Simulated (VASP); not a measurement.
# TePb (Fm-3m) in VASP: single point with PBE

Aim: the single point of TePb with PBE.

Program: VASP 6.6.1. These are calculated values, not measurements. Logs are shortened: lines on timing, memory, paths and dates and some standing lists are left out, and cuts for length are marked.

### Step 1. Starting point

The structure is cubic, space group Fm-3m (No. 225). Conventional cell: a = 6.439 Å, b = 6.439 Å, c = 6.439 Å, α = 90.00°, β = 90.00°, γ = 90.00°. Pb (site symmetry m-3m) has 6 Te at 3.22 Å as nearest neighbours. Around Te (site symmetry m-3m) lie 6 Pb at 3.22 Å.

### Step 2. Single point, PBE

INCAR reads:

```
SYSTEM = TePb
ALGO = Fast
EDIFF = 1E-6
ENCUT = 520
GGA = PE
ISIF = 2
ISMEAR = -1
LASPH = .True.
LCHARG = .False.
LREAL = .False.
LWAVE = .False.
NBANDS = 17
NELM = 60
PREC = Accurate
SIGMA = 0.1
```

KPOINTS reads:

```
k-points
0
Gamma
  5 5 5
  0 0 0
```

POSCAR reads:

```
TePb
1.0
    0.0000000000      3.2197060000      3.2197060000
    3.2197060000      0.0000000000      3.2197060000
    3.2197060000      3.2197060000      0.0000000000
Pb Te
1 1
Direct
    0.0000000000      0.0000000000      0.0000000000
    0.5000000000      0.5000000000      0.5000000000
```

Potentials or basis: VASP PAW PBE potentials, release 64 (Pb_d, Te).

Started as:

```console
$ cat potpaw_PBE.64/Pb_d/POTCAR potpaw_PBE.64/Te/POTCAR > POTCAR
$ mpirun -np 1 vasp_std > vasp.out
```

OUTCAR:

```text
SYSTEM = TePb
   EDIFF = 1E-6
   ENCUT = 520
   GGA = PE
   ISIF = 2
   ISMEAR = -1
   LASPH = .True.
   LREAL = .False.
   NELM = 60
   PREC = Accurate

 ion  position               nearest neighbor table
   1  0.000  0.000  0.000-   2 3.22   2 3.22   2 3.22   2 3.22   2 3.22   2 3.22
   2  0.500  0.500  0.500-   1 3.22   1 3.22   1 3.22   1 3.22   1 3.22   1 3.22

  LATTYP: Found a face centered cubic cell.
 ALAT       =     6.4394120000

  Lattice vectors:

 A1 = (   0.0000000000,   3.2197060000,   3.2197060000)
 A2 = (   3.2197060000,   0.0000000000,   3.2197060000)
 A3 = (   3.2197060000,   3.2197060000,   0.0000000000)

Analysis of symmetry for initial positions (statically):
=====================================================================
 Subroutine PRICEL returns:
 Original cell was already a primitive cell.

 Routine SETGRP: Setting up the symmetry group for a
 face centered cubic supercell.

 Subroutine GETGRP returns: Found 48 space group operations
 (whereof 48 operations were pure point group operations)
 out of a pool of 48 trial point group operations.

The static configuration has the point symmetry O_h .

Analysis of symmetry for dynamics (positions and initial velocities):
=====================================================================
 Subroutine PRICEL returns:
 Original cell was already a primitive cell.

 Routine SETGRP: Setting up the symmetry group for a
 face centered cubic supercell.

 Subroutine GETGRP returns: Found 48 space group operations
 (whereof 48 operations were pure point group operations)
 out of a pool of 48 trial point group operations.

The dynamic configuration has the point symmetry O_h .

 Subroutine INISYM returns: Found 48 space group operations
 (whereof 48 operations are pure point group operations),
 and found     1 'primitive' translations

----------------------------------------------------------------------------------------

                                     Primitive cell

  volume of cell :      66.7542

  direct lattice vectors                    reciprocal lattice vectors
     0.000000000  3.219706000  3.219706000    -0.155293682  0.155293682  0.155293682
     3.219706000  0.000000000  3.219706000     0.155293682 -0.155293682  0.155293682
     3.219706000  3.219706000  0.000000000     0.155293682  0.155293682 -0.155293682

  length of vectors
[... 65 lines left out ...]
   ENCUT  =  520.0 eV  38.22 Ry    6.18 a.u.   8.47  8.47  8.47*2*pi/ulx,y,z
   NELM   =     60;   NELMIN=  2; NELMDL= -5     # of ELM steps
   EDIFF  = 0.1E-05   stopping-criterion for ELM
   LREAL  =      F    real-space projection
   EDIFFG = 0.1E-04   stopping-criterion for IOM
   NSW    =      0    number of steps for IOM
   IBRION =     -1    ionic relax: 0-MD 1-quasi-New 2-CG
   NFREE  =      0    steps in history (QN), initial steepest desc. (CG)
   ISIF   =      2    stress and relaxation
   ISYM   =      2    0-nonsym 1-usesym 2-fastsym
   POTIM  = 0.5000    time-step for ionic-motion
   TEBEG  =    0.0;   TEEND  =   0.0 temperature during run
   PSTRESS=    0.0 pullay stress
   NELECT =      20.0000    total number of electrons
   NUPDOWN=      -1.0000    fix difference up-down
   EMIN   =  10.00;   EMAX   =-10.00  energy-range for DOS
   EFERMI =   0.00;   METHOD = LEGACY
   ISMEAR =    -1;   SIGMA  =   0.10  broadening in eV -4-tet -1-fermi 0-gaus
   EFERMI_NEDOS =   21; number of points for ismear=-14 and -15
   IALGO  =     68    algorithm
   IMIX   =      4    mixing-type and parameters
     AMIX     =   0.40;   BMIX     =  1.00
     AMIX_MAG =   1.60;   BMIX_MAG =  1.00
  volume/ion in A,a.u.               =      33.38       225.24
  Fermi-wavevector in a.u.,A,eV,Ry     =   1.095448  2.070097 16.327091  1.200007
  Thomas-Fermi vector in A             =   2.231772
   LORBIT       =      0    0 simple, 1 ext, 2 COOP (PROOUT), +10 PAW based schemes
   GGA     = PE    functional components
   LHFCALC =     F    Hartree Fock is set to
   AEXX    =    0.0000 exact exchange contribution
   IVDW    =     0    specifies the selected vdW correction
   LEPSILON=     F    determine dielectric tensor
   LRPA    =     F    only Hartree local field effects (RPA)
 non-spin polarized calculation
 RMM-DIIS sequential band-by-band and
  energy-cutoff  :      520.00
  volume of cell :       66.75
 maximum number of plane-waves:      1808
 NGX is ok and might be reduce to    36
   NGX = 17   NGY = 17   NGZ = 17

 number of electron      20.0000001 magnetization

 Free energy of the ion-electron system (eV)
  ---------------------------------------------------
  ext. energy  EPLUGINS =         0.00000000
  ---------------------------------------------------
  free energy    TOTEN  =        -7.49235463 eV

  energy without entropy =       -7.49159563  energy(sigma->0) =       -7.49197513

 E-fermi :   6.2286     XC(G=0):  -9.3493

 val. band max:        5.5913051965   @ k =  -0.2000   0.2000   0.0000
 cond. band min:       6.7910754242   @ k =   0.4000   0.0000   0.0000
 fundamental gap:      1.1997702277
 Fermi energy:         6.2286291353

 k-point     1 :       0.0000    0.0000    0.0000
  band No.  band energies     occupation
      1     -10.9797      2.00000
      2     -10.9797      2.00000
      3     -10.9695      2.00000
      4     -10.9695      2.00000
      5     -10.9695      2.00000
      6      -6.3472      2.00000
[... 177 lines left out ...]
      4     -10.9556      2.00000
      5     -10.9452      2.00000
      6      -4.6343      2.00000
[... 9 lines left out ...]
     16      15.9021      0.00000
     17      15.9120      0.00000

------------------------ aborting loop because EDIFF is reached ----------------------------------------

  FORCE on cell =-STRESS in cart. coord.  units (eV):
  Direction    XX          YY          ZZ          XY          YZ          ZX
  --------------------------------------------------------------------------------------
  -------------------------------------------------------------------------------------
  Total        1.0797245      1.0797245      1.0797245      0.0000000     -0.0000000      0.0000000
  in kB       25.9146219     25.9146219     25.9146219      0.0000000     -0.0000000      0.0000000
  external PRESSURE =      25.9146219 kB  Pullay stress =       0.0000000 kB

 VOLUME and BASIS-vectors are now :
 -----------------------------------------------------------------------------
  energy-cutoff  :      520.00
  volume of cell :       66.75
      direct lattice vectors                 reciprocal lattice vectors
     0.000000000  3.219706000  3.219706000    -0.155293682  0.155293682  0.155293682
     3.219706000  0.000000000  3.219706000     0.155293682 -0.155293682  0.155293682
     3.219706000  3.219706000  0.000000000     0.155293682  0.155293682 -0.155293682

 POSITION                                       TOTAL-FORCE (eV/Angst)
 -----------------------------------------------------------------------------------
      0.00000      0.00000      0.00000         0.000000     -0.000000      0.000000
      3.21971      3.21971      3.21971        -0.000000      0.000000     -0.000000
 -----------------------------------------------------------------------------------
    total drift:                               -0.000000      0.000000      0.000000

  FREE ENERGIE OF THE ION-ELECTRON SYSTEM (eV)
  ---------------------------------------------------
  free  energy   TOTEN  =        -7.4923546303 eV

  energy  without entropy=       -7.4915956285  energy(sigma->0) =       -7.49197513
```

Run time: 33 s. Hardware: 1 thread of Intel Xeon Platinum 8259CL at 2.50GHz (Skylake/Cascade Lake), shared host; peak memory 0.2 GiB.

What came out:

- Free energy: -7.4924 eV
- Pressure: 2.6 GPa

Levels at points of the mesh, in eV from the Fermi level:
| k point | band 7 | band 8 | band 9 | band 10 | band 11 | band 12 | band 13 | band 14 |
| --- | --- | --- | --- | --- | --- | --- | --- | --- |
| (0.00, 0.00, 0.00) | -6.04 | -1.86 | -1.86 | -1.86 | 3.62 | 3.62 | 3.62 | 5.30 |

Caveat: this odd mesh misses L, where the gap lies, so gap, dielectric constants and Born charges aren't listed.
